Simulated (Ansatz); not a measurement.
The system is Fe.

```
CELL_PARAMETERS angstrom
-1.44300 1.44300 1.44300
1.44300 -1.44300 1.44300
1.44300 1.44300 -1.44300
ATOMIC_POSITIONS crystal
Fe 0.00000 0.00000 0.00000
```

| Property | Result |
| --- | --- |
| Program | Ansatz 0.2.0 |
| Task | relaxation of cell and atoms |
| Functional | PBEsol |
| Potentials or basis | all-electron LAPW, scalar-relativistic |
| Basis error allowed | 0.001 eV/atom |
| k mesh | 13 × 13 × 13 |
| Occupations | fermi-dirac, width 0.05 eV |
| Spin | collinear spin, ferromagnetic start |
| Starting moments | [3.0] μB |

At the start: volume 12.02 Å³/atom.

Task: How do energy, volume and symmetry change on relaxing?

Result: Over 6 steps the energy falls by 80.0 meV/atom and the volume is 10.79 Å³/atom (-10.2 %); space group Im-3m (No. 229, to 0.05 Å); moment 2.05 μB per cell.

Step by step:
```
step  energy change (eV)  largest force (eV/Å)  volume (Å³)
   1              0.0000                0.0000        12.02
   2             -0.0680                0.0000        11.23
   3             -0.0784                0.0000        10.64
   4             -0.0800                0.0000        10.80
   5             -0.0800                0.0000        10.79
   6             -0.0800                0.0000        10.79
```

Final structure:
```
Fe
1.0
    -1.39204    1.39204    1.39204
     1.39204   -1.39204    1.39204
     1.39204    1.39204   -1.39204
Fe
1
Direct
  0.00000 0.00000 0.00000
```
